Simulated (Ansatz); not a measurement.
HfO2:

```
CELL_PARAMETERS angstrom
5.11800 0.00000 0.00000
0.00000 5.18570 0.00000
-0.85866 0.00000 5.21387
ATOMIC_POSITIONS crystal
Hf 0.27550 0.46030 0.70800
Hf 0.72450 0.96030 0.79200
Hf 0.72450 0.53970 0.29200
Hf 0.27550 0.03970 0.20800
O 0.07420 0.16840 0.84670
O 0.92580 0.66840 0.65330
O 0.92580 0.83160 0.15330
O 0.07420 0.33160 0.34670
O 0.44870 0.74190 0.98010
O 0.55130 0.24190 0.51990
O 0.55130 0.25810 0.01990
O 0.44870 0.75810 0.48010
```

Base run:

* Program: Ansatz 0.2.0
* Functional: r2SCAN
* Potentials or basis: Ansatz PAW
* Cutoff: 500 eV (not typed: the program's choice for these potentials)
* k mesh: 5 × 5 × 5
* Occupations: fermi-dirac, width 0.05 eV
* Spin: no spin polarisation
* Hubbard terms: Hf d U = 3.5 eV

Its results: band gap on the k mesh 5.38 eV, indirect (least direct gap 5.44 eV); pressure 5.2 GPa; largest force 0.430 eV/Å.

Task: The run is repeated on the same cell with these changes: functional from r2SCAN to PBE; cutoff from 500 eV (not typed: the program's choice for these potentials) to 500 eV; hubbard terms from Hf d U = 3.5 eV to none; hubbard projectors from ortho-atomic (the default) to none. What comes out?

Result: Band gap on the k mesh 4.21 eV, indirect (least direct gap 4.27 eV); pressure 5.9 GPa; largest force 0.482 eV/Å.

Several settings changed at once, so the effect can't be laid on one alone.

Caveats: spin-orbit coupling is left out, which moves the levels of the heavy elements; the PAW data sets come from PBE, with cores solved anew for the run's functional, which leaves a small shift of forces and pressure (some runs); odd divisions of the mesh miss points on the zone boundary, where band edges often lie, so the gap on the mesh can be too wide (some runs).

A k mesh can miss the band edges.
